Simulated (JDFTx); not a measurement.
# Zn (P6_3/mmc) in JDFTx: equation of state

How stiff is Zn in PBEsol, and what volume does it want? The cell is scaled to several volumes.

Everything below comes from runs of JDFTx 1.7.0 (patched build). Logs are shortened: lines on timing, memory, paths and dates and some standing lists are left out, and cuts for length are marked. The log counts tension as positive stress, the text compression.

### 1 The structure

It takes space group P6_3/mmc (No. 194, hexagonal). Conventional cell: a = 2.670 Å, b = 2.670 Å, c = 4.966 Å, α = 90.00°, β = 90.00°, γ = 120.00°. Zn (site symmetry -6m2) has 12 Zn at 2.67 to 2.92 Å as nearest neighbours.

### 2 Equation of state, PBEsol, 14.41 Å³/atom (volume scaled by 0.94)

Zn.in

```
lattice \
    4.9425690608    -2.4712845303     0.0000000000 \
    0.0000000000     4.2803903667     0.0000000000 \
    0.0000000000     0.0000000000     9.1928082232
coords-type Lattice
ion Zn     0.6666666667     0.3333333333     0.7500000000 1
ion Zn     0.3333333333     0.6666666667     0.2500000000 1

ion-species pseudo/Zn.upf
elec-cutoff 42 336
elec-ex-corr gga-PBEsol
kpoint-folding 11 11 6
elec-smearing Fermi 0.0018374661
elec-n-bands 27
electronic-SCF nIterations 100 energyDiffThreshold 1e-09
electronic-minimize nIterations 30 energyDiffThreshold 1e-7
forces-output-coords Cartesian

dump-name run.$VAR
dump End Ecomponents EigStats BandEigs Kpoints Forces Stress
```

Potentials or basis: PseudoDojo-SR-PBEsol-0.4.1-standard with smoothed tails.

Launch:

```sh
$ jdftx -c 1 -i Zn.in -o Zn.out
```

Log:

```text
*************** JDFTx 1.7.0 (patched build) ***************

Input parsed successfully to the following command list (including defaults):
[... the input with its defaults ...]

---------- Setting up symmetries ----------

Found 24 point-group symmetries of the bravais lattice
Found 24 space-group symmetries with basis
Applied RMS atom displacement 2.85359e-10 bohrs to make symmetries exact.

---------- Initializing the Grid ----------
R =
[      4.94257     -2.47128            0  ]
[            0      4.28039            0  ]
[            0            0      9.19281  ]
unit cell volume = 194.484
G =
[    1.27124    0.73395         -0  ]
[          0     1.4679          0  ]
[          0         -0   0.683489  ]
Minimum fftbox size, Smin = [  44  44  76  ]
Chosen fftbox size, S = [  48  48  80  ]

---------- Initializing tighter grid for wavefunction operations ----------
R =
[      4.94257     -2.47128            0  ]
[            0      4.28039            0  ]
[            0            0      9.19281  ]
unit cell volume = 194.484
G =
[    1.27124    0.73395         -0  ]
[          0     1.4679          0  ]
[          0         -0   0.683489  ]
Minimum fftbox size, Smin = [  32  32  56  ]
Chosen fftbox size, S = [  32  32  56  ]

---------- Exchange Correlation functional ----------
Initalized PBEsol GGA exchange.
Initalized PBEsol GGA correlation.

---------- Setting up pseudopotentials ----------
Width of ionic core gaussian charges (only for fluid interactions / plotting) set to 0

Reading pseudopotential file 'pseudo/Zn.upf':
  'Zn' pseudopotential, 'PBESOL' functional
  Generated using ONCVPSP code by D. R. Hamann
  20 valence electrons, 4 orbitals, 6 projectors, 1001 radial grid points, with lMax = 2
    3S    l: 0   occupation:  2.0   eigenvalue: -4.737836
    3P    l: 1   occupation:  6.0   eigenvalue: -3.059602
    3D    l: 2   occupation: 10.0   eigenvalue: -0.373698
    4S    l: 0   occupation:  2.0   eigenvalue: -0.220431
  Core radius for overlap checks: 1.79 bohrs.

Initialized 1 species with 2 total atoms.

Folded 1 k-points by 11x11x6 to 726 k-points.

---------- Setting up k-points, bands, fillings ----------
Reduced to 64 k-points under symmetry.
Computing the number of bands and number of electrons
Calculating initial fillings.
nElectrons:  40.000000   nBands: 27   nStates: 64

----- Setting up reduced wavefunction bases (one per k-point) -----
average nbasis = 2528.346 , ideal nbasis = 2528.438

---------- Setting up ewald sum ----------
Optimum gaussian width for ewald sums = 2.059206 bohr.
Real space sum over 1521 unit cells with max indices [  6  6  4  ]
Reciprocal space sum over 2057 terms with max indices [  5  5  8  ]

---------- Allocating electronic variables ----------
Initializing wave functions:  linear combination of atomic orbitals
Note: number of bands (27) exceeds available atomic orbitals (20)
Zn pseudo-atom occupations:   s ( 2 2 )  p ( 6 )  d ( 10 )
	FillingsUpdate:  mu: +0.595897006  nElectrons: 40.000000
LCAOMinimize: Iter:   0  F: -412.9025203248373259  |grad|_K:  6.904e-04  alpha:  1.000e+00
	FillingsUpdate:  mu: +0.600093696  nElectrons: 40.000000
LCAOMinimize: Iter:   1  F: -412.9087733406873895  |grad|_K:  1.129e-05  alpha:  6.124e-01  linmin:  1.309e-01  cgtest: -8.773e-01
	FillingsUpdate:  mu: +0.600089930  nElectrons: 40.000000
[... 8 lines of inner loops ...]
	FillingsUpdate:  mu: +0.600032444  nElectrons: 40.000000
LCAOMinimize: Iter:   5  F: -412.9087754920917632  |grad|_K:  3.665e-09  alpha:  7.378e-02  linmin: -1.428e-01  cgtest:  9.997e-01
LCAOMinimize: Encountered beta<0, resetting CG.
LCAOMinimize: Converged (|Delta F|<1.000000e-06 for 2 iters).

-------- Electronic minimization -----------
Will mix electronic density at each iteration.
	FillingsUpdate:  mu: +0.600032444  nElectrons: 40.000000
	FillingsUpdate:  mu: +0.575260413  nElectrons: 40.000000
SCF: Cycle:  0   F: -412.972390733191730   dF: -6.362e-02   |Residual|: 3.276e-02   |deigs|: 5.863e-02
	FillingsUpdate:  mu: +0.576074706  nElectrons: 40.000000
SCF: Cycle:  1   F: -412.973078492166849   dF: -6.878e-04   |Residual|: 1.265e-02   |deigs|: 6.684e-03
	FillingsUpdate:  mu: +0.576371112  nElectrons: 40.000000
SCF: Cycle:  2   F: -412.973114565406604   dF: -3.607e-05   |Residual|: 4.385e-03   |deigs|: 1.581e-03
	FillingsUpdate:  mu: +0.576275784  nElectrons: 40.000000
SCF: Cycle:  3   F: -412.973117812046894   dF: -3.247e-06   |Residual|: 1.493e-03   |deigs|: 8.161e-04
	FillingsUpdate:  mu: +0.576371075  nElectrons: 40.000000
SCF: Cycle:  4   F: -412.973119050815569   dF: -1.239e-06   |Residual|: 5.440e-04   |deigs|: 5.119e-04
	FillingsUpdate:  mu: +0.576356392  nElectrons: 40.000000
SCF: Cycle:  5   F: -412.973119193094362   dF: -1.423e-07   |Residual|: 1.166e-04   |deigs|: 1.562e-04
	FillingsUpdate:  mu: +0.576352014  nElectrons: 40.000000
SCF: Cycle:  6   F: -412.973119204061391   dF: -1.097e-08   |Residual|: 6.130e-05   |deigs|: 9.311e-05
	FillingsUpdate:  mu: +0.576353367  nElectrons: 40.000000
SCF: Cycle:  7   F: -412.973119206505260   dF: -2.444e-09   |Residual|: 2.274e-05   |deigs|: 7.484e-05
	FillingsUpdate:  mu: +0.576354239  nElectrons: 40.000000
SCF: Cycle:  8   F: -412.973119206953527   dF: -4.483e-10   |Residual|: 9.106e-06   |deigs|: 6.940e-05
	FillingsUpdate:  mu: +0.576353929  nElectrons: 40.000000
SCF: Cycle:  9   F: -412.973119207078867   dF: -1.253e-10   |Residual|: 3.793e-06   |deigs|: 6.579e-05
SCF: Converged (|Delta E|<1.000000e-09 for 2 iters).

Setting wave functions to eigenvectors of Hamiltonian

# Stress tensor in Cartesian coordinates [Eh/a0^3]:
[  1.91827e-05            0            0  ]
[            0  1.91827e-05            0  ]
[            0            0  8.94576e-05  ]

# Ionic positions in lattice coordinates:
ion Zn   0.666666666666667   0.333333333333333   0.750000000000000 1
ion Zn   0.333333333333333   0.666666666666667   0.250000000000000 1

# Forces in Cartesian coordinates:
force Zn   0.000000000000000  -0.000000000000000   0.000000000000000 1
force Zn  -0.000000000000000   0.000000000000000   0.000000000000000 1

# Energy components:
   Eewald =     -250.5488659359174903
       EH =      136.0408306474410267
     Eloc =     -347.3263643451741132
      Enl =      -95.7726608493819498
      Exc =      -44.4835969615197229
 Exc_core =        4.8597072357995135
       KE =      184.2580005428658012
-------------------------------------
     Etot =     -412.9729496658869721
       TS =        0.0001695411918933
-------------------------------------
        F =     -412.9731192070788666

IonicMinimize: Iter:   0  F: -412.973119207078867  |grad|_K:  3.750e-36
IonicMinimize: Converged (|grad|_K<1.000000e-04).

#--- Lowdin population analysis ---
# oxidation-state Zn +0.573 +0.573

Dumping 'run.eigStats' ...
	eMin: -4.060614 at state 0 ( [ +0.000000 +0.000000 +0.000000 ] spin 0 )
	HOMO: +0.575123 at state 62 ( [ +0.272727 +0.363636 +0.333333 ] spin 0 )
	mu  : +0.576354
	LUMO: +0.576467 at state 62 ( [ +0.272727 +0.363636 +0.333333 ] spin 0 )
	eMax: +1.348495 at state 4 ( [ +0.000000 +0.090909 +0.000000 ] spin 0 )
	HOMO-LUMO gap: +0.001344
	Optical gap  : +0.001344 at state 62 ( [ +0.272727 +0.363636 +0.333333 ] spin 0 )
Done!
```

Run time: 59 s. Hardware: 1 thread of Intel Xeon 6975P-C (Granite Rapids), shared host; peak memory 0.21 GiB.

Results:

```
Free energy            : -11237.5711 eV
Pressure               : -1.3 GPa
Band gap on the k mesh : none (metal or under the smearing width)
```

### 3 Equation of state, PBEsol, 14.72 Å³/atom (volume scaled by 0.96)

Edit Zn.in of step 2 so:

```diff
@@ -1,5 +1,5 @@
 lattice \
-    4.9425690608    -2.4712845303     0.0000000000 \
-    0.0000000000     4.2803903667     0.0000000000 \
-    0.0000000000     0.0000000000     9.1928082232
+    4.9773770320    -2.4886885160     0.0000000000 \
+    0.0000000000     4.3105349539     0.0000000000 \
+    0.0000000000     0.0000000000     9.2575484423
 coords-type Lattice
@@ -19,2 +19,2 @@
 dump-name run.$VAR
-dump End Ecomponents EigStats BandEigs Kpoints Forces Stress
+dump End Ecomponents EigStats BandEigs Kpoints Forces Stress ElecDensity Dtot KEdensity
```

Potentials or basis: PseudoDojo-SR-PBEsol-0.4.1-standard with smoothed tails.

Launch:

```sh
$ jdftx -c 1 -i Zn.in -o Zn.out
```

Run time: 56 s. Hardware: 1 thread of Intel Xeon 6975P-C (Granite Rapids), shared host; peak memory 0.23 GiB.

Results (log left out):

```
Free energy            : -11237.5629 eV
Pressure               : -3.0 GPa
Band gap on the k mesh : none (metal or under the smearing width)
```

### 4 Equation of state, PBEsol, 15.02 Å³/atom (volume scaled by 0.98)

Edit Zn.in of step 3 so:

```diff
@@ -1,5 +1,5 @@
 lattice \
-    4.9773770320    -2.4886885160     0.0000000000 \
-    0.0000000000     4.3105349539     0.0000000000 \
-    0.0000000000     0.0000000000     9.2575484423
+    5.0117048549    -2.5058524275     0.0000000000 \
+    0.0000000000     4.3402637205     0.0000000000 \
+    0.0000000000     0.0000000000     9.3213956215
 coords-type Lattice
```

Launch:

```sh
$ jdftx -c 1 -i Zn.in -o Zn.out
```

It took 52 s on 1 thread of Intel Xeon 6975P-C (Granite Rapids), shared host; peak memory 0.24 GiB.

It converged, with:

```
Free energy            : -11237.5486 eV
Pressure               : -4.5 GPa
Band gap on the k mesh : none (metal or under the smearing width)
```

### 5 Equation of state, PBEsol, 15.33 Å³/atom

Edit Zn.in of step 4 so:

```diff
@@ -1,5 +1,5 @@
 lattice \
-    5.0117048549    -2.5058524275     0.0000000000 \
-    0.0000000000     4.3402637205     0.0000000000 \
-    0.0000000000     0.0000000000     9.3213956215
+    5.0455687528    -2.5227843764     0.0000000000 \
+    0.0000000000     4.3695907164     0.0000000000 \
+    0.0000000000     0.0000000000     9.3843799349
 coords-type Lattice
```

Launch:

```sh
$ jdftx -c 1 -i Zn.in -o Zn.out
```

Run time: 56 s. Hardware: 1 thread of Intel Xeon 6975P-C (Granite Rapids), shared host; peak memory 0.25 GiB.

Results (log left out):

- Free energy: -11237.5290 eV
- Pressure: -5.8 GPa
- Band gap on the k mesh: none (metal or under the smearing width)

### 6 Equation of state, PBEsol, 15.64 Å³/atom (volume scaled by 1.02)

Edit Zn.in of step 5 so:

```diff
@@ -1,5 +1,5 @@
 lattice \
-    5.0455687528    -2.5227843764     0.0000000000 \
-    0.0000000000     4.3695907164     0.0000000000 \
-    0.0000000000     0.0000000000     9.3843799349
+    5.0789840891    -2.5394920447     0.0000000000 \
+    0.0000000000     4.3985292466     0.0000000000 \
+    0.0000000000     0.0000000000     9.4465299576
 coords-type Lattice
```

Potentials or basis: PseudoDojo-SR-PBEsol-0.4.1-standard with smoothed tails.

Launch:

```sh
$ jdftx -c 1 -i Zn.in -o Zn.out
```

Wall time 55 s (1 thread of Intel Xeon 6975P-C (Granite Rapids), shared host); peak memory 0.25 GiB.

The run converged. Its results:

| Quantity | Value |
| --- | --- |
| Free energy | -11237.5046 eV |
| Pressure | -6.9 GPa |
| Band gap on the k mesh | none (metal or under the smearing width) |

### 7 Equation of state, PBEsol, 15.94 Å³/atom (volume scaled by 1.04)

Edit Zn.in of step 6 so:

```diff
@@ -1,5 +1,5 @@
 lattice \
-    5.0789840891    -2.5394920447     0.0000000000 \
-    0.0000000000     4.3985292466     0.0000000000 \
-    0.0000000000     0.0000000000     9.4465299576
+    5.1119654295    -2.5559827147     0.0000000000 \
+    0.0000000000     4.4270919252     0.0000000000 \
+    0.0000000000     0.0000000000     9.5078727801
 coords-type Lattice
```

Launch:

```sh
$ jdftx -c 1 -i Zn.in -o Zn.out
```

Run time: 55 s. Hardware: 1 thread of Intel Xeon 6975P-C (Granite Rapids), shared host; peak memory 0.25 GiB.

The run converged. Its results:

* Free energy: -11237.4762 eV
* Pressure: -7.9 GPa
* Band gap on the k mesh: none (metal or under the smearing width)

### 8 Equation of state, PBEsol, 16.25 Å³/atom (volume scaled by 1.06)

Edit Zn.in of step 7 so:

```diff
@@ -1,5 +1,5 @@
 lattice \
-    5.1119654295    -2.5559827147     0.0000000000 \
-    0.0000000000     4.4270919252     0.0000000000 \
-    0.0000000000     0.0000000000     9.5078727801
+    5.1445265968    -2.5722632983     0.0000000000 \
+    0.0000000000     4.4552907233     0.0000000000 \
+    0.0000000000     0.0000000000     9.5684341120
 coords-type Lattice
```

Launch:

```sh
$ jdftx -c 1 -i Zn.in -o Zn.out
```

Run time: 55 s. Hardware: 1 thread of Intel Xeon 6975P-C (Granite Rapids), shared host; peak memory 0.25 GiB.

It converged, with:

- Free energy: -11237.4443 eV
- Pressure: -8.8 GPa
- Band gap on the k mesh: none (metal or under the smearing width)

### 9 Equation of state, PBEsol

Potentials or basis: PseudoDojo-SR-PBEsol-0.4.1-standard with smoothed tails.

This step only gathers the single runs of the series.

What came out:

```yaml
Equilibrium_volume: "14.21 Å³/atom (rough: see the caveat)"
Bulk_modulus_at_fixed_shape_and_positions: 93 GPa (rough)
```

Energy against volume, from the lowest point:
```
volume (Å³/atom)  energy (meV/atom)
          14.410               0.00
          14.716               4.08
          15.023              11.22
          15.330              21.05
          15.636              33.22
          15.943              47.41
          16.249              63.37
```

Caveat: the minimum lies outside the volumes run; the cell was scaled at fixed shape and fractional positions, which overstates the stiffness of a crystal with free parameters, most of all of layers and chains.
